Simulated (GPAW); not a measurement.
Wanted: an ASE script for a GPAW 26.7.0 run.

| Property | Result |
| --- | --- |
| Task | single point |
| Functional | PBEsol |
| Potentials or basis | PAW data sets generated in the run's folder for this functional |
| Cutoff | 800 eV |
| Basis | pw |
| k mesh | 7 × 7 × 6 |
| Occupations | gaussian, width 0.05 eV |
| Spin | collinear spin, random start |
| Starting moments | [1.07, 0.0] μB |
| Hubbard terms | Ti d U = 4 eV |
| Maxiter | 150 |

The structure of TiO lies in POSCAR:

```
TiO
1.0
    3.0094341535      0.0000000000      0.0000000000
   -1.5047170767      2.6062464279      0.0000000000
    0.0000000000      0.0000000000      2.9370586300
Ti O
1 1
Direct
    0.0000000000      0.0000000000      0.0000000000
    0.6666666667      0.3333333333      0.5000000000
```

The cell comes from a database or a generator and needn't be the stable form of this composition.

One way to write it, as run:

run.py

```python
from ase.dft.bandgap import bandgap
from ase.io import read, write
from ase.units import GPa
from gpaw import GPAW, PW, setup_paths

setup_paths.insert(0, '.')

atoms = read('POSCAR')
atoms.set_initial_magnetic_moments([1.07, 0.0])

calc = GPAW(mode=PW(800),
            xc='PBEsol',
            kpts={'size': (7, 7, 6), 'gamma': True},
            occupations={'name': 'methfessel-paxton', 'order': 0, 'width': 0.05},
            setups={'Ti': ':d,4.0'},
            nbands=19,
            convergence={'density': 1e-05, 'energy': 1e-05},
            maxiter=150,
            txt='gpaw.txt')
atoms.calc = calc
energy = atoms.get_potential_energy()
forces = atoms.get_forces()
stress = atoms.get_stress()
calc.write('gs.gpw')
write('result.traj', atoms)
print(f'Energy: {energy:.6f} eV')
print('Forces (eV/A):')
print(forces.round(4))
print('Stress (GPa):', (stress / GPa).round(3))
print('Moments:', calc.get_magnetic_moments().round(3))
print('Fermi level:', round(calc.get_fermi_level(), 4), 'eV')
print(f'Gap: {bandgap(calc)[0]:.4f} eV, direct: {bandgap(calc, direct=True)[0]:.4f} eV')
```

Potentials or basis: PAW data sets generated in the run's folder for this functional, pw.

Command:

```sh
$ gpaw-setup -f PBEsol O Ti
$ OMP_NUM_THREADS=1 python run.py
```

Results of the run:

| Item | Value |
| --- | --- |
| Pressure | -27.5 GPa |
| Band gap on the k mesh | none (metal or under the smearing width) |
| Net moment | 0.00 μB per cell |

Wall time 98 s on 1 thread of Intel(R) Xeon(R) Processor @ 2.50GHz (Skylake/Cascade Lake), with other jobs on the host, peak memory 0.17 GiB.
